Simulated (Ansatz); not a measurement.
# SnO2: the cost of one run

Program: Ansatz 0.2.0. Level of theory: DFT PBE+D3(BJ), scalar-relativistic, plane waves, PAW. These are calculated values, not measurements.

26 further runs of the same task are left out: 1 that didn't finish, 25 set aside as unsound or not needed. Runs told in other sessions of the task aren't counted.

## (1) The structure to begin with

It takes space group R-3m (No. 166, trigonal). The conventional cell has a = 3.237 Å, b = 3.237 Å, c = 12.875 Å, α = 90.00°, β = 90.00°, γ = 120.00°. Around Sn (site symmetry -3m) lie 6 O at 2.12 Å. O (site symmetry 3m) has 3 Sn at 2.12 Å in its first shell of neighbours.

Coordinates:

```
CELL_PARAMETERS angstrom
1.61863 0.93451 4.29183
-1.61863 0.93451 4.29183
0.00000 -1.86903 4.29183
ATOMIC_POSITIONS crystal
Sn 0.50000 0.50000 0.50000
O 0.24360 0.24360 0.24360
O 0.75640 0.75640 0.75640
```

It goes back to an entry of the Materials Project, which need not be the stable form.

It is the result of an earlier relaxation at this level (volume 12.98 Å³/atom; gap on the mesh: 1.57 eV).

## (2) The scan

Rigid slide and opening across a plane, one cut a cell; the plane is (0 0 1) of the conventional cell, and the faces at the cut hold O and O.

- slide along a1 + a2 (5.607 Å): 10 values from 0.0 to 0.9, periodic
- opening across the cut: 6 values from −0.25 to 2.80 Å

Nothing else is relaxed (rigid halves). Energies count from the perfect crystal. Points are written as (first, second).

## (3) Point (0.4, −0.25 Å)

The input, input.yaml:

```yaml
crystal:
  lattice:
    - [-3.2372529198, 0.0, 0.0]
    - [-1.6186264599, -2.803543267, 0.0]
    - [-1.9423517519, -1.1214173069, 12.6254773976]
  atoms:
    - { symbol: Sn, position: [0.4627132191, 0.4627132191, 0.509883619] }
    - { symbol: Sn, position: [0.9320200499, -0.0679799501, 0.1699498752] }
    - { symbol: Sn, position: [-0.0065936118, -0.0065936118, 0.8498173628] }
    - { symbol: O, position: [0.5673040258, 0.5673040258, 0.2484066022] }
    - { symbol: O, position: [0.6286903641, -0.3713096359, 0.9282740898] }
    - { symbol: O, position: [0.0979971949, 0.0979971949, 0.588340346] }
    - { symbol: O, position: [0.3581224123, 0.3581224123, 0.7713606359] }
    - { symbol: O, position: [0.8274292432, -0.1725707568, 0.4314268921] }
    - { symbol: O, position: [0.296736074, 0.296736074, 0.0914931483] }
basis:
  ecutwfc: 520.0
kpoints:
  mp_grid: { grid: [9, 9, 2] }
hamiltonian:
  xc: pbe
  pseudopotentials: { kind: paw, azcp: { folder: soft_1 } }
  dispersion: d3bj
scf:
  occupations: { method: gaussian, width: 0.05 }
output:
  forces: true
  stress: true
  eigenvalues: true
```

The run is started by

```console
$ ansatz run input.yaml --threads 2 --pin off --max-ram 4096MiB --backend cpu --events-out ev --progress --plain --runs-dir out
```

**Question.** How long does this run take on 2 threads of Arm Neoverse V1, shared host, and how much memory does it need?

About 15 s, with a peak of 0.56 GiB.
